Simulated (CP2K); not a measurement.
Crystal: Pt.

```
CELL_PARAMETERS angstrom
2.77313 0.00000 0.00000
1.38657 2.40160 0.00000
1.38657 0.80053 2.26425
ATOMIC_POSITIONS crystal
Pt 0.00000 0.00000 0.00000
```

Base run:

| Quantity | Value |
| --- | --- |
| Program | CP2K 2026.2 |
| Functional | r2SCAN |
| Dispersion | rVV10 |
| Potentials or basis | POTENTIAL_UZH Pt GTH-SCAN-q18; TZVP-MOLOPT-SCAN-GTH basis |
| Density cutoff | 9184 eV |
| k mesh | 12 × 12 × 12 |
| Occupations | fermi-dirac, width 0.05 eV |
| Spin | no spin polarisation |

Its results: band gap on the k mesh none (metal or under the smearing width); pressure 5.4 GPa.

**Question.** The run is repeated on the same cell with these changes: dispersion from rVV10 to D3(BJ). What comes out?

**Answer.** Band gap on the k mesh none (metal or under the smearing width); pressure 3.9 GPa.

Caveats: the basis of atomic orbitals isn't converged, which shifts pressures, moduli and gaps; pairwise dispersion overbinds metals, which lowers pressure and volume.

Not every run made on this cell is shown here.
